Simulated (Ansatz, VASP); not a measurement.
Given: the input of a run of Ansatz 0.2.0 on Al2Au.

input.yaml

```yaml
crystal:
  lattice:
    - [0.0, 3.0, 3.0]
    - [3.0, 0.0, 3.0]
    - [3.0, 3.0, 0.0]
  atoms:
    - { symbol: Au, position: [0.0, 0.0, 0.0] }
    - { symbol: Al, position: [0.75, 0.75, 0.75] }
    - { symbol: Al, position: [0.25, 0.25, 0.25] }
hamiltonian:
  xc: lda
  pseudopotentials: { kind: paw }
kpoints:
  mp_grid: { grid: [8, 8, 8] }
scf:
  occupations: { method: fermi_dirac, width: 0.05 }
output:
  forces: true
  stress: true
  eigenvalues: true
relax:
  f_tol: 0.01
  max_steps: 40
  cell: { stress_tol: 0.05 }
```

Potentials or basis: Ansatz PAW.

The run is started by

```console
$ ansatz run input.yaml --threads 2 --pin off --max-ram 5632MiB --backend cpu --events-out ev --progress --plain --runs-dir out
```

Q: Set up the same calculation for VASP 6.6.1. Potentials there: VASP PAW LDA potentials, release 64 (Au, Al).

A: As run (the cutoff follows the program's own potentials):

INCAR

```
SYSTEM = Al2Au
PREC = Accurate ; ENCUT = 600
EDIFF = 1E-6 ; ISMEAR = -1
SIGMA = 0.05 ; LREAL = .False.
LASPH = .True. ; NELM = 60
ALGO = Normal ; ISIF = 3
LWAVE = .False. ; LCHARG = .False.
IBRION = 2 ; NSW = 60
EDIFFG = -0.01
```

KPOINTS

```
regular mesh
0
Gamma
  8 8 8
  0 0 0
```

The input POSCAR:

```
Al2Au
1.0
    0.0000000000      3.0000000000      3.0000000000
    3.0000000000      0.0000000000      3.0000000000
    3.0000000000      3.0000000000      0.0000000000
Au Al
1 2
Direct
    0.0000000000      0.0000000000      0.0000000000
    0.7500000000      0.7500000000      0.7500000000
    0.2500000000      0.2500000000      0.2500000000
```

Potentials or basis: VASP PAW LDA potentials, release 64 (Au, Al).

Launch:

```bash
$ cat potpaw_LDA.64/Au/POTCAR potpaw_LDA.64/Al/POTCAR > POTCAR
$ mpirun -np 1 vasp_std > vasp.out
```

Both were run:

|  | VASP | Ansatz | Ansatz less VASP |
| --- | --- | --- | --- |
| gap on the k mesh at the Fermi level, each at its own relaxed structure (eV) | none | none | - |
| relaxed volume (Å³/atom) | 17.63 | 17.60 | -0.030 |
| relaxed cell length with the largest relative difference (Å) | 4.213 | 4.211 | -0.0024 |
| energy change over the relaxation (meV/atom) | -3 | -3 | -0.6 |

A gap of «none» marks a metal or a gap that the smearing closes. The two sets of potentials don't hold the same shells in valence.

Caveats: the plane-wave basis is chosen anew once the cell has moved, so the energies of steps on either side of that aren't comparable (Ansatz); the PAW data sets come from PBE, with cores solved anew for the run's functional, which leaves a small shift of forces and pressure (Ansatz). Spin-orbit coupling is left out, which matters for the levels of Au. LDA usually gives volumes a few per cent too small. Zero-point motion and thermal expansion aren't in these numbers.
